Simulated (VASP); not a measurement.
The system is CuI (Marshite).

```xyz
2
Lattice="0.0000 3.0315 3.0315 3.0315 0.0000 3.0315 3.0315 3.0315 0.0000" Properties=species:S:1:pos:R:3 pbc="T T T"
Cu    1.5157    1.5157    1.5157
I     0.0000    0.0000    0.0000
```

- Program: VASP 6.6.1
- Task: relaxation of cell and atoms
- Functional: LDA
- Potentials or basis: VASP PAW LDA potentials, release 64 (Cu, I)
- Cutoff: 600 eV
- k mesh: 8 × 8 × 8
- Occupations: gaussian, width 0.03 eV
- Spin: no spin polarisation

At the start: pressure -4.1 GPa; volume 27.86 Å³/atom.

Problem. Where does the relaxation end?

Solution. Over 4 steps the energy falls by 39.3 meV/atom and the volume is 25.25 Å³/atom (-9.4 %); space group F-43m (No. 216, to 0.05 Å).

The path:
| step | energy change (eV) | largest force (eV/Å) | pressure (GPa) | volume (Å³) |
| --- | --- | --- | --- | --- |
| 1 | 0.0000 | 0.0000 | -4.15 | 55.72 |
| 2 | -0.0782 | 0.0000 | 0.27 | 50.10 |
| 3 | -0.0786 | 0.0000 | 0.14 | 50.34 |
| 4 | -0.0786 | 0.0000 | -0.04 | 50.50 |

Final structure:
```xyz
2
Lattice="0.0000 2.9337 2.9337 2.9337 0.0000 2.9337 2.9337 2.9337 0.0000" Properties=species:S:1:pos:R:3 pbc="T T T"
Cu    1.4669    1.4669    1.4669
I     0.0000    0.0000    0.0000
```
